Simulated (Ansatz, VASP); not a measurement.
## One calculation of EuS, two programs

```xyz
2
Lattice="0.0000 2.9785 2.9785 2.9785 0.0000 2.9785 2.9785 2.9785 0.0000" Properties=species:S:1:pos:R:3 pbc="T T T"
Eu    0.0000    0.0000    0.0000
S     2.9785    2.9785    2.9785
```

Alike in both runs: task single point; functional PBE; k mesh 8 × 8 × 8; occupations gaussian, width 0.021 eV; collinear spin, ferromagnetic start.

|  | VASP | Ansatz |
| --- | --- | --- |
| version | VASP 6.6.1 | Ansatz 0.2.0 |
| potentials or method | VASP PAW PBE potentials, release 64 (Eu, S) | Ansatz PAW |
| plane-wave cutoff (eV) | 520 | 420 |
| valence electrons in the cell | 23 | 23 |

|  | VASP | Ansatz | Ansatz less VASP |
| --- | --- | --- | --- |
| gap on the k mesh at the Fermi level (eV) | none | none | - |
| pressure (GPa) | -2.8 | -2.5 | +0.32 |
| net moment per atom (μB) | 3.49 | 3.49 | 0.000 |
| size of the moment on the site where the two differ most (μB) | 6.59 | 6.76 | +0.171 |

Site moments also hang on the region over which each program counts them. A gap of «none» marks a metal or a gap that the smearing closes. The functional is the same, so the differences come from potentials, cutoffs and numerics.

Caveats: spin-orbit coupling is left out, which moves the levels of the heavy elements; a cell with one magnetic atom can't hold antiferromagnetic order, which such compounds often take; without U or exact exchange the open f shell lies at the Fermi level, which spoils levels, moments and volumes. With open d or f shells a metallic result of PBE can be an artefact of self-interaction; +U or a hybrid may open a gap. The state reached can hang on the start; a lower one may exist.
